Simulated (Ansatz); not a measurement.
# Si: the cost of one run

Method: DFT PBE, scalar-relativistic, plane waves, PAW, in Ansatz 0.2.0.

4 further runs of the same task are left out: 1 that didn't finish, 3 set aside as unsound or not needed.

**1. The system as given**

The structure is cubic, space group Fd-3m (No. 227). Conventional cell: a = 5.470 Å, b = 5.470 Å, c = 5.470 Å, α = 90.00°, β = 90.00°, γ = 90.00°. Around Si (site symmetry -43m) lie 4 Si at 2.37 Å.

Structure file:

```xyz
2
Lattice="0.0000 2.7351 2.7351 2.7351 0.0000 2.7351 2.7351 2.7351 0.0000" Properties=species:S:1:pos:R:3 pbc="T T T"
Si    2.7351    2.7351    2.7351
Si    4.1026    4.1026    4.1026
```

This cell was relaxed beforehand with the same method: volume 20.46 Å³/atom, gap on the mesh 0.62 eV.

**2. Phonons at Γ, at rest**

Input file input.yaml:

```yaml
crystal:
  lattice:
    - [0.0, 2.735057309, 2.735057309]
    - [2.735057309, 0.0, 2.735057309]
    - [2.735057309, 2.735057309, 0.0]
  atoms:
    - { symbol: Si, position: [0.5, 0.5, 0.5] }
    - { symbol: Si, position: [0.75, 0.75, 0.75] }
basis:
  ecutwfc: 420
kpoints:
  mp_grid: { grid: [10, 10, 10] }
hamiltonian:
  xc: pbe
scf:
  occupations: { method: fixed }
output:
  eigenvalues: true
phonons:
  method: dfpt
  dielectric: true
  rigid_motions: translations
  eigenvectors: true
```

Command:

```sh
ansatz run input.yaml --threads 1 --pin off --max-ram 1228MiB --backend cpu --events-out ev --progress --plain --runs-dir out
```

Q: Estimate wall time and peak memory on 1 thread of Arm Neoverse N1, shared host.

About 61 s, with a peak of 0.56 GiB.
